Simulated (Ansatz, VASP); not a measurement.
## Two plane-wave programs on CdS

```
CELL_PARAMETERS angstrom
0.00000 2.91000 2.91000
2.91000 0.00000 2.91000
2.91000 2.91000 0.00000
ATOMIC_POSITIONS crystal
Cd 0.00000 0.00000 0.00000
S 0.75000 0.75000 0.75000
```

Alike in both runs: task single point; functional r2SCAN; k mesh 8 × 8 × 8; occupations gaussian, width 0.05 eV; no spin polarisation.

```csv
,VASP,Ansatz
version,VASP 6.6.1,Ansatz 0.2.0
potentials or method,"VASP PAW PBE potentials, release 64 (Cd, S)","scalar-relativistic, plane waves, PAW"
plane-wave cutoff (eV),520,500
valence electrons in the cell,18,26
```

```csv
,VASP,Ansatz,Ansatz less VASP
gap on the k mesh at the Fermi level (eV),1.61,1.61,+0.003
least direct gap on the mesh (eV),1.61,1.61,+0.003
pressure (GPa),2.3,1.9,-0.35
```

The two sets of potentials don't hold the same shells in valence.

Caveats: the PAW data sets were made with another functional, which shifts forces and pressure a little (VASP). r2SCAN opens gaps a little over a GGA but as a rule still falls short of measured ones.
